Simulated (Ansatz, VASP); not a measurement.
Given: the input of a run of VASP 6.6.1 on W.

INCAR

```
  PREC = Accurate
  ENCUT = 600
  EDIFF = 1E-6
  ISMEAR = -1
  SIGMA = 0.05
  LREAL = F
  LASPH = T
  NELM = 80
  ALGO = Normal
  ISIF = 3
  LWAVE = F
  LCHARG = F
  GGA = RP
  IBRION = 2
  NSW = 40
  EDIFFG = -0.005
```

The input KPOINTS:

```
regular mesh
0
Gamma
  12 12 12
```

POSCAR

```
W
1.0
   -1.5823450000      1.5823450000      1.5823450000
    1.5823450000     -1.5823450000      1.5823450000
    1.5823450000      1.5823450000     -1.5823450000
W
1
Direct
    0.0000000000      0.0000000000      0.0000000000
```

Potentials or basis: VASP PAW PBE potentials, release 64 (W_sv).

Command:

```bash
$ cat potpaw_PBE.64/W_sv/POTCAR > POTCAR
$ mpirun -np 1 vasp_std > vasp.out
```

**Question.** Translate it to Ansatz 0.2.0. Potentials there: Ansatz PAW.

**Answer.** As run (the cutoff follows the program's own potentials):

The input input.yaml:

```yaml
crystal:
  lattice:
    - [-1.582345, 1.582345, 1.582345]
    - [1.582345, -1.582345, 1.582345]
    - [1.582345, 1.582345, -1.582345]
  atoms:
    - { symbol: W, position: [0.0, 0.0, 0.0] }
hamiltonian:
  xc: rpbe
  pseudopotentials: { kind: paw }
kpoints:
  mp_grid: { grid: [12, 12, 12] }
scf:
  occupations: { method: fermi_dirac, width: 0.05 }
output:
  forces: true
  stress: true
  eigenvalues: true
relax:
  f_tol: 0.01
  max_steps: 40
  cell: { stress_tol: 0.05 }
```

Potentials or basis: Ansatz PAW.

The run is started by

```sh
$ ansatz run input.yaml --threads 2 --pin off --max-ram 5632MiB --backend cpu --events-out ev --progress --plain --runs-dir out
```

Both were run:

|  | VASP | Ansatz | Ansatz less VASP |
| --- | --- | --- | --- |
| gap on the k mesh at the Fermi level, each at its own relaxed structure (eV) | none | none | - |
| relaxed volume (Å³/atom) | 16.38 | 16.35 | -0.029 |
| relaxed cell length with the largest relative difference (Å) | 2.771 | 2.769 | -0.0016 |
| energy change over the relaxation (meV/atom) | -17 | -15 | +1.8 |

A gap of «none» marks a metal or a gap that the smearing closes.

Caveats: the PAW data sets were made with another functional, which shifts forces and pressure a little (VASP); the plane-wave basis is chosen anew once the cell has moved, so the energies of steps on either side of that aren't comparable (Ansatz); the PAW data sets come from PBE, with cores solved anew for the run's functional, which leaves a small shift of forces and pressure (Ansatz). Zero-point motion and thermal expansion aren't in these numbers. RPBE and its kin give volumes clearly too large for solids.
